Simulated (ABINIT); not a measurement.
The system is BaTiO3.

```
CELL_PARAMETERS angstrom
2.82737 1.63238 2.31839
-2.82737 1.63238 2.31839
0.00000 -3.26476 2.31839
ATOMIC_POSITIONS crystal
Ba 0.00000 0.00000 0.00000
Ti 0.48450 0.48450 0.48450
O 0.50860 0.01750 0.50860
O 0.01750 0.50860 0.50860
O 0.50860 0.50860 0.01750
```

Base run:

```yaml
Program: ABINIT 10.8.3 (patched build)
Functional: PBEsol
Potentials_or_basis: JTH PAW PBE v2.0
Cutoff: 626 eV
k_mesh: 7 × 7 × 7
Occupations: fermi-dirac, width 0.05 eV
Spin: no spin polarisation
```

Its results: band gap on the k mesh 2.41 eV, indirect (least direct gap 2.74 eV); pressure 0.2 GPa; largest force 0.150 eV/Å.

Problem. The run is repeated on the same cell with these changes: functional from PBEsol to LDA; potentials or basis from JTH PAW PBE v2.0 to JTH PAW LDA v2.0. What comes out?

Solution. Band gap on the k mesh 2.38 eV, indirect (least direct gap 2.70 eV); pressure -4.8 GPa; largest force 0.151 eV/Å.

Caveats: this set's barium file shifts pressures by 1.5 GPa and gaps by 0.1 eV against other sets; spin-orbit coupling is left out, which moves the levels of the heavy elements; the atomic spheres overlap; the PAW data sets were made with another functional, which shifts forces and pressure a little (some runs).

A k mesh can miss the band edges.
